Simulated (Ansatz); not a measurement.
Structure types of Y at zero pressure (relativity switched off)

Structure types of Y are relaxed in primitive cells with their symmetry kept at 0 GPa, first on PAW files, then by LAPW. The enthalpy is E + pV at zero temperature, without zero-point motion. Only the types listed were tried, and differences under about 5 meV/atom are mesh noise.

Level of theory: DFT with PBE, non-relativistic, in Ansatz 0.2.0; Fermi–Dirac smearing of 0.05 eV, no spin polarisation. LAPW: all electrons, basis error target 0.5 meV/atom.

k meshes: fcc 14×14×14, bcc 14×14×14, hcp 13×13×7.

**Question.** Order the types by LAPW enthalpy, lowest first.
A. fcc
B. hcp
C. bcc

**Answer.** B (0 meV/atom), A (15 meV/atom), C (116 meV/atom).

```csv
start type,ends as,"a, b, c (Å)",V (Å³/atom),"H − H(lowest), LAPW (meV/atom)"
fcc,"fcc, Fm-3m","5.059, 5.059, 5.059",32.36,14.9
bcc,"bcc, Im-3m","4.035, 4.035, 4.035",32.85,116.3
hcp,"hcp, P6_3/mmc","3.654, 3.654, 5.684",32.86,0.0
```
